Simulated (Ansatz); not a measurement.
Mo: input and output

input.yaml (Ansatz 0.2.0)

```yaml
crystal:
  lattice:
    - [0.0, 1.894134, 1.894134]
    - [1.894134, 0.0, 1.894134]
    - [1.894134, 1.894134, 0.0]
  atoms:
    - { symbol: Mo, position: [0.0, 0.0, 0.0] }
  symmetry: { tolerance: 0.0003 }
kpoints:
  mp_grid: { grid: [15, 15, 15], shift: [0, 0, 0] }
  band_path:
    path:
      - [0.0, 0.0, 0.0]
      - [0.5, 0.0, 0.5]
      - [0.625, 0.25, 0.625]
      - [0.375, 0.375, 0.75]
      - [0.0, 0.0, 0.0]
      - [0.5, 0.5, 0.5]
      - [0.5, 0.25, 0.75]
      - [0.5, 0.0, 0.5]
    npoints: 8
magnetization:
  spin_polarized: false
scf:
  occupations: { method: fermi_dirac }
  lower_state_search: "off"
  max_iter: 200
hamiltonian:
  pseudopotentials: { kind: paw }
  xc: r2scan
basis:
  ecutwfc: 500
  fft_grid_basis: typed
output:
  forces: true
  stress: true
  eigenvalues: true
  bader: true
  populations: true
  elf: true
  write_potential: true
  volumetric_format: npy
  dos:
    e_range: [-12, 8]
    de: 0.05
    projected: { site_lists: { Mo: [Mo] } }
checkpoint:
  read: saved_state
```

The saved state is an earlier solution for the same cell, perhaps on another mesh. 

Parts of the output:

```
SCF iter   1: F=-4966.8014 eV  Δρ=2.77e-3  dr2=8.43e-4  dr2_τ=2.67e-3
SCF iter   2: F=-4966.8016 eV  Δρ=1.24e-3  dr2=1.03e-4  dr2_τ=3.52e-5
SCF iter   3: F=-4966.8016 eV  Δρ=3.44e-4  dr2=7.96e-6  dr2_τ=1.71e-6
SCF iter   4: F=-4966.8016 eV  Δρ=3.95e-5  dr2=4.96e-8  dr2_τ=1.22e-8
Free energy (F): -4966.8016 eV
Harris-Foulkes:  -4966.8016 eV  (|F-HF|=6.48e-8)
Internal energy: -4966.7663 eV  (E = F + TS)
E sigma→0 (E₀):  -4966.7840 eV
Entropy (-TS):   -0.0353 eV (-35.285 meV/atom)
Fermi energy:    24.2547 eV
--- Per-component energies (eV) ---
  E_band       = -16.6611
  E_kinetic    = 448.1169
  E_local      = -683.7904  (includes V_loc(G=0)·N_el)
  E_nonlocal   = 144.5792
  E_hartree    = 231.5815
  E_xc         = -180.7096
  E_vxc        = -259.8000  (∫ρ·V_xc dr)
  E_paw        = -3218.4187  (= ΣΔE_a)
  E_vpaw       = -146.2471  (= ΣTr[D̂ρ^β])
  E_aug_tail   = 0.0000  (compensation charges beyond the density's cutoff)
  E_vtau       = 17.3166  (kinetic-family band-sum trace: ∫τ·v_τ [+ j·A + Jᵃ·Aᵃ] dr)
  E_ewald      = -1707.9040
  E_core_change = -0.2212  (= ΣΔE_core)
  E_smearing   = -0.0353  (= −TS)
--- Stress (GPa, compression-positive) ---
       52.2936       0.0000       0.0000
        0.0000      52.2936       0.0000
        0.0000       0.0000      52.2936
  P = ⅓ Tr σ = 52.2936 GPa (522.936 kbar)
--- Löwdin populations: 1 site ---
  site symbol       q [e]
     0     Mo     13.9442
  spilling = 0.0040 (of n_electrons = 14.0000)
```

Origin: a known structure type with other elements, at an estimated volume, so it need not be a known compound. Caveats: atoms or cell far from equilibrium.
